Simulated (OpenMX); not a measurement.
The system is CuO (Tenorite).

```
Cu O
1.0
     2.34185   -1.71130    0.00000
     2.34185    1.71130    0.00000
    -0.85003    0.00000    5.05787
Cu O
2 2
Direct
  0.50000 0.00000 0.50000
  0.00000 0.50000 0.00000
  0.41840 0.58160 0.75000
  0.58160 0.41840 0.25000
```

Base run:

```yaml
Program: OpenMX 3.8.5
Functional: PBE
Potentials_or_basis: OpenMX 2013 PBE set, Cu6.0H-s3p2d2, O6.0-s2p2d1, grid cutoff 500 Ry
k_mesh: 7 × 7 × 5
Occupations: fermi-dirac, width 0.05 eV
Spin: no spin polarisation
```

Its results: pressure 8.7 GPa; largest force 0.168 eV/Å.

**Question.** The run is repeated on the same cell with these changes: potentials or basis from OpenMX 2013 PBE set, Cu6.0H-s3p2d2, O6.0-s2p2d1, grid cutoff 500 Ry to OpenMX 2013 PBE set, Cu6.0H-s3p2d2f1, O6.0-s3p2d2, grid cutoff 500 Ry; k mesh from 7 × 7 × 5 to 11 × 11 × 5. What comes out?

**Answer.** Pressure 7.6 GPa; largest force 0.180 eV/Å.

Caveats: the basis of atomic orbitals isn't converged, which shifts pressures, moduli and gaps; the run has no spin polarisation, though such a crystal can be magnetic.

Not every run made on this cell is shown here.
